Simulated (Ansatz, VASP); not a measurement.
One calculation of BP, two programs

```xyz
2
Lattice="0.0000 2.3135 2.3135 2.3135 0.0000 2.3135 2.3135 2.3135 0.0000" Properties=species:S:1:pos:R:3 pbc="T T T"
P     3.4703    3.4703    3.4703
B     0.0000    0.0000    0.0000
```

Change from the starting cell: volume scaled by 1.06.

Alike in both runs: task single point; functional PBEsol; k mesh 10 × 10 × 10; occupations fermi-dirac, width 0.05 eV; no spin polarisation.

```csv
,VASP,Ansatz
version,VASP 6.6.1,Ansatz 0.2.0
potentials or method,"VASP PAW PBE potentials, release 64 (P, B), cutoff 520 eV","all-electron LAPW, scalar-relativistic"
```

|  | VASP | Ansatz | Ansatz less VASP |
| --- | --- | --- | --- |
| gap on the k mesh at the Fermi level (eV) | 1.21 | 1.21 | +0.005 |
| least direct gap on the mesh (eV) | 3.28 | 3.28 | +0.007 |
| pressure (GPa) | -10.3 | -10.4 | -0.14 |

Ansatz ran all-electron here, so the differences hold the error of VASP's frozen core and of both bases.

Caveats: the PAW data sets were made with another functional, which shifts forces and pressure a little (VASP). A k mesh can miss the band edges.
